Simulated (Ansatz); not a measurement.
## BaO: relaxed-ion elastic tensor

All numbers below come from DFT PBE, scalar-relativistic, plane waves, PAW in Ansatz 0.2.0. Settings: 420 eV plane-wave cutoff, Γ-centred 8×8×8 mesh, fixed occupations. No spin polarisation.

Equilibrium structure at this level:
```yaml
crystal:
  lattice:
    - [0.00000, 2.78680, 2.78680]
    - [2.78680, 0.00000, 2.78680]
    - [2.78680, 2.78680, 0.00000]
  atoms:
    - { symbol: Ba, position: [0.00000, 0.00000, 0.00000] }
    - { symbol: O, position: [0.50000, 0.50000, 0.50000] }
```

It comes from a database structure that was distorted and then relaxed. Spin–orbit coupling is left out, which matters for heavy elements.

(1) Give the relaxed-ion elastic constants (GPa, Voigt order xx yy zz yz xz xy, on the Cartesian axes of the cell above).

(2) Is the crystal stable against homogeneous strain?

(3) And the moduli of a polycrystal (Hill averages)?

Results:

(1)
```
115.4  46.1  46.1   0.0   0.0   0.0
 46.1 115.4  46.1   0.0   0.0   0.0
 46.1  46.1 115.4   0.0   0.0   0.0
  0.0   0.0   0.0  35.6   0.0   0.0
  0.0   0.0   0.0   0.0  35.6   0.0
  0.0   0.0   0.0   0.0   0.0  35.6
```

(2) Yes: the least eigenvalue of the tensor is 35.6 GPa.

(3) B = 69 GPa, G = 35 GPa, E = 90 GPa, ν = 0.28.
